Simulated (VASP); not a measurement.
# Pt (P6_3/mmc) in VASP: equation of state, part 2 of 2

VASP 6.6.1. Earlier steps stand in the parts before.

### Step 4. Equation of state, PBE, 15.50 Å³/atom (volume scaled by 0.98)

The input, INCAR:

```
SYSTEM = Pt
ALGO     = Normal         ! electronic algorithm
EDIFF    = 1E-7           ! SCF threshold, eV
ENCUT    = 520            ! plane-wave cutoff, eV
GGA      = PE             ! functional
ISIF     = 2              ! what is computed and relaxed
ISMEAR   = -1             ! smearing method
LASPH    = .True.         ! aspherical terms in the spheres
LCHARG   = .False.        ! write CHGCAR
LREAL    = .False.        ! projectors in reciprocal space
LWAVE    = .False.        ! write WAVECAR
NBANDS   = 17             ! bands
NELM     = 80             ! most SCF steps
PREC     = Accurate       ! precision mode
SIGMA    = 0.05           ! smearing width, eV
```

The input, KPOINTS:

```
k-points
0
Gamma
  11 11 6
  0 0 0
```

The input, POSCAR:

```
Pt
1.0
    2.7421371004      0.0000000000      0.0000000000
   -1.3710685502      2.3747603895      0.0000000000
    0.0000000000      0.0000000000      4.7599710578
Pt
2
Direct
    0.3333333333      0.6666666667      0.2500000000
    0.6666666667      0.3333333333      0.7500000000
```

On the command line:

```
cat potpaw_PBE.64/Pt/POTCAR > POTCAR
mpirun -np 1 vasp_std > vasp.out
```

It took 21 s on 1 thread of Intel Xeon Platinum 8488C (Sapphire Rapids), shared host; peak memory 0.15 GiB.

It converged, with:

- Free energy: -12.0796 eV
- Pressure: 4.0 GPa
- Band gap on the k mesh: none (metal or under the smearing width)

### Step 5. Equation of state, PBE, 16.13 Å³/atom (volume scaled by 1.02)

The input, INCAR:

```
ALGO = Normal ; EDIFF = 1E-7
ENCUT = 520 ; GGA = PE
ISIF = 2 ; ISMEAR = -1
LASPH = True ; LCHARG = False
LREAL = False ; LWAVE = False
NBANDS = 17 ; NELM = 100
PREC = Accurate ; SIGMA = 0.05
```

The input, KPOINTS:

```
k-points
0
Gamma
  11 11 6
```

The input, POSCAR:

```
Pt
1.0
    2.7789487024      0.0000000000      0.0000000000
   -1.3894743512      2.4066401720      0.0000000000
    0.0000000000      0.0000000000      4.8238709117
Pt
2
Direct
    0.3333333333      0.6666666667      0.2500000000
    0.6666666667      0.3333333333      0.7500000000
```

On the command line:

```
cat potpaw_PBE.64/Pt/POTCAR > POTCAR
mpirun -np 1 vasp_std > vasp.out
```

Wall time 31 s (1 thread of Intel Xeon Platinum 8488C (Sapphire Rapids), shared host); peak memory 0.17 GiB.

Results (log left out):

```yaml
Free_energy: -12.0731 eV
Pressure: -5.5 GPa
Band_gap_on_the_k_mesh: none (metal or under the smearing width)
```

### Step 6. Equation of state, PBE, 16.45 Å³/atom (volume scaled by 1.04)

The input, INCAR:

```
PREC     = Accurate       # precision mode
ENCUT    = 520            # plane-wave cutoff, eV
EDIFF    = 1E-7           # SCF threshold, eV
ISMEAR   = -1             # smearing method
SIGMA    = 0.05           # smearing width, eV
LREAL    = F              # projectors in reciprocal space
LASPH    = T              # aspherical terms in the spheres
NELM     = 60             # most SCF steps
ALGO     = Normal         # electronic algorithm
ISIF     = 2              # what is computed and relaxed
LWAVE    = F              # write WAVECAR
LCHARG   = F              # write CHGCAR
GGA      = PE             # functional
NBANDS   = 17             # bands
```

The input, KPOINTS:

```
regular mesh
0
Gamma
  11 11 6
```

The input, POSCAR:

```
Pt
1.0
    2.7969943295      0.0000000000      0.0000000000
   -1.3984971647      2.4222681435      0.0000000000
    0.0000000000      0.0000000000      4.8551956265
Pt
2
Direct
    0.3333333333      0.6666666667      0.2500000000
    0.6666666667      0.3333333333      0.7500000000
```

Potentials or basis: VASP PAW PBE potentials, release 64 (Pt).

On the command line:

```
cat potpaw_PBE.64/Pt/POTCAR > POTCAR
mpirun -np 1 vasp_std > vasp.out
```

OUTCAR:

```text
PREC = Accurate
   ENCUT = 520
   EDIFF = 1E-7
   ISMEAR = -1
   LREAL = F
   LASPH = T
   NELM = 60
   ISIF = 2
   GGA = PE

 Found     64 irreducible k-points:

 Following reciprocal coordinates:
            Coordinates               Weight
  0.000000  0.000000  0.000000      1.000000
  0.090909  0.000000  0.000000      6.000000
  0.181818 -0.000000  0.000000      6.000000
  0.272727 -0.000000  0.000000      6.000000
  0.363636 -0.000000  0.000000      6.000000
  0.454545 -0.000000  0.000000      6.000000
   k-points           NKPTS =     64   k-points in BZ     NKDIM =     64   number of bands    NBANDS=     17
   number of dos      NEDOS =    301   number of ions     NIONS =      2
   total plane-waves  NPLWV =  20736
   dimension x,y,z NGX =    24 NGY =   24 NGZ =   36
   dimension x,y,z NGXF=    48 NGYF=   48 NGZF=   72
   ions per type =               2
   NGX,Y,Z   is equivalent  to a cutoff of  14.26, 14.26, 12.33 a.u.
   NGXF,Y,Z  is equivalent  to a cutoff of  28.53, 28.53, 24.65 a.u.
 SYSTEM =  unknown system
   PREC   = accura    normal or accurate (medium, high low for compatibility)
   ISTART =      0    job   : 0-new  1-cont  2-samecut
   ICHARG =      2    charge: 1-file 2-atom 10-const
   ISPIN  =      1    spin polarized calculation?
[... 55 lines left out ...]

 val. band max:        9.6467157935   @ k =   0.4545  -0.0000   0.0000
 cond. band min:       9.6500256721   @ k =   0.2727   0.2727   0.5000
 fundamental gap:      0.0033098786
 Fermi energy:         9.6484765225

 k-point     1 :       0.0000    0.0000    0.0000
  band No.  band energies     occupation
      1       0.3933      2.00000
      2       2.9960      2.00000
      3       5.9766      2.00000
      4       6.4616      2.00000
      5       6.4616      2.00000
      6       6.7999      2.00000
[... 97 lines left out ...]
      4       6.5571      2.00000
      5       6.7741      2.00000
      6       6.7968      2.00000
[... 9 lines left out ...]
     16      21.7019      0.00000
     17      22.9270      0.00000

 [... further k-points ...]

------------------------ aborting loop because EDIFF is reached ----------------------------------------

  FORCE on cell =-STRESS in cart. coord.  units (eV):
  Direction    XX          YY          ZZ          XY          YZ          ZX
  --------------------------------------------------------------------------------------
  -------------------------------------------------------------------------------------
  Total       -1.9217739     -1.9217739     -1.9811704     -0.0000000      0.0000000      0.0000000
  in kB      -93.6035550    -93.6035550    -96.4965681     -0.0000000      0.0000000      0.0000000
  external PRESSURE =     -94.5678927 kB  Pullay stress =       0.0000000 kB

 VOLUME and BASIS-vectors are now :
 -----------------------------------------------------------------------------
  energy-cutoff  :      520.00
  volume of cell :       32.89
      direct lattice vectors                 reciprocal lattice vectors
     2.796994329  0.000000000  0.000000000     0.357526645  0.206418105  0.000000000
    -1.398497165  2.422268144  0.000000000     0.000000000  0.412836210  0.000000000
     0.000000000  0.000000000  4.855195626     0.000000000  0.000000000  0.205964924

 POSITION                                       TOTAL-FORCE (eV/Angst)
 -----------------------------------------------------------------------------------
     -0.00000      1.61485      1.21380         0.000000      0.000000      0.000000
      1.39850      0.80742      3.64140         0.000000     -0.000000      0.000000
 -----------------------------------------------------------------------------------
    total drift:                               -0.000000      0.000000     -0.000000

  FREE ENERGIE OF THE ION-ELECTRON SYSTEM (eV)
  ---------------------------------------------------
  free  energy   TOTEN  =       -12.0438906605 eV

  energy  without entropy=      -12.0058573910  energy(sigma->0) =      -12.02487403
```

OSZICAR:

```text
N       E                     dE             d eps       ncg     rms          rms(c)
DAV:   1     0.999640370807E+02    0.99964E+02   -0.10456E+04  2176   0.113E+03
DAV:   2    -0.109359569802E+02   -0.11090E+03   -0.10508E+03  2367   0.241E+02
DAV:   3    -0.127956590059E+02   -0.18597E+01   -0.18262E+01  2673   0.306E+01
DAV:   4    -0.128048326986E+02   -0.91737E-02   -0.91721E-02  2640   0.231E+00
DAV:   5    -0.128049280785E+02   -0.95380E-04   -0.95378E-04  2657   0.244E-01    0.143E+01
DAV:   6    -0.121039824088E+02    0.70095E+00   -0.11795E+00  2259   0.958E+00    0.763E+00
DAV:   7    -0.120494364240E+02    0.54546E-01   -0.15078E-01  2574   0.340E+00    0.301E+00
DAV:   8    -0.120441410402E+02    0.52954E-02   -0.13259E-02  2321   0.887E-01    0.634E-01
DAV:   9    -0.120438763004E+02    0.26474E-03   -0.19363E-04  2468   0.113E-01    0.816E-02
DAV:  10    -0.120438906329E+02   -0.14332E-04   -0.91072E-06  2612   0.218E-02    0.264E-02
DAV:  11    -0.120438906605E+02   -0.27661E-07   -0.26022E-07  2654   0.418E-03
   1 F= -.12043891E+02 E0= -.12024874E+02  d E =-.380333E-01
```

stdout:

```text
POSCAR found type information on POSCAR Pt
 POSCAR found :  1 types and       2 ions
 scaLAPACK will be used
 LDA part: xc-table for (Slater+PW92), standard interpolation
 POSCAR, INCAR and KPOINTS ok, starting setup
 FFT: planning ... GRIDC
 FFT: planning ... GRID_SOFT
 FFT: planning ... GRID
 WAVECAR not read
 entering main loop
```

Wall time 34 s (1 thread of Intel Xeon Platinum 8488C (Sapphire Rapids), shared host); peak memory 0.17 GiB.

What came out:

- Free energy: -12.0439 eV
- Pressure: -9.5 GPa
- Band gap on the k mesh: none (metal or under the smearing width)

### Step 7. Equation of state, PBE, 16.76 Å³/atom (volume scaled by 1.06)

The input, INCAR:

```
SYSTEM = Pt
PREC = Accurate ; ENCUT = 520
EDIFF = 1E-7 ; ISMEAR = -1
SIGMA = 0.05 ; LREAL = .FALSE.
LASPH = .TRUE. ; NELM = 80
ALGO = Normal ; ISIF = 2
LWAVE = .FALSE. ; LCHARG = .FALSE.
GGA = PE ; NBANDS = 17
```

The input, KPOINTS:

```
Automatic mesh
0
G
  11 11 6
  0 0 0
```

The input, POSCAR:

```
Pt
1.0
    2.8148100603      0.0000000000      0.0000000000
   -1.4074050301      2.4376970190      0.0000000000
    0.0000000000      0.0000000000      4.8861212732
Pt
2
Direct
    0.3333333333      0.6666666667      0.2500000000
    0.6666666667      0.3333333333      0.7500000000
```

On the command line:

```
cat potpaw_PBE.64/Pt/POTCAR > POTCAR
mpirun -np 1 vasp_std > vasp.out
```

Run time: 33 s. Hardware: 1 thread of Intel Xeon Platinum 8488C (Sapphire Rapids), shared host; peak memory 0.17 GiB.

The run converged. Its results:

```
Free energy            : -12.0002 eV
Pressure               : -12.9 GPa
Band gap on the k mesh : none (metal or under the smearing width)
```

### Step 8. Equation of state, PBE

Potentials or basis: VASP PAW PBE potentials, release 64 (Pt).

No new run: the results of the series are fitted here.

Results:

```
Equilibrium volume                        : 15.75 Å³/atom
Bulk modulus at fixed shape and positions : 243 GPa
Pressure derivative of the bulk modulus   : 5.5
```

Energy against volume, from the lowest point:
```csv
volume (Å³/atom),energy (meV/atom)
14.866,42.82
15.182,16.85
15.498,3.08
15.815,0.00
16.131,6.34
16.447,20.92
16.763,42.74
```

Caveat: the cell was scaled at fixed shape and fractional positions, which overstates the stiffness of a crystal with free parameters, most of all of layers and chains. The run has no spin-orbit coupling, so splittings on Pt are missing.
